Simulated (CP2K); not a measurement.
Runs of CP2K 2026.2 on As. The typed cell holds 1 atom: a = 2.999 Å, b = 2.598 Å, c = 2.582 Å, α = 78.73°, β = 76.84°, γ = 93.49°. 

| task | level | points a segment of the path (NPOINTS) | bands added on the path | gap on the mesh (eV) | pressure (GPa) |
| --- | --- | --- | --- | --- | --- |
| single point | PBE | - | - | none | 8.3 |
| band structure | LDA | 10 | 6 | none | 6.6 |
| single point | revPBE | - | - | none | 8.8 |
| single point | BLYP | - | - | none | (a) |
| band structure | PBEsol | 10 | 6 | none | 6.3 |
| single point | OLYP | - | - | none | (b) |
| band structure | r2SCAN | 10 | 6 | none | 8.3 |

Alike in all rows: potentials or basis POTENTIAL_UZH As GTH-PBE-q5; TZVP-MOLOPT-PBE-GTH basis; no spin polarisation; cell as given; k mesh 9 × 10 × 11; smearing fermi-dirac 0.05 eV.

Q: Estimate the missing entries.

A: (a) 15.0; (b) 5.9.

Caveats: the basis of atomic orbitals isn't converged, which shifts pressures, moduli and gaps; the potentials were made for another functional, which shifts forces and pressure (some runs).

A k mesh can miss the band edges, and the runs leave out spin-orbit coupling on As.

A gap of «none» marks a metal or a gap under the smearing width.
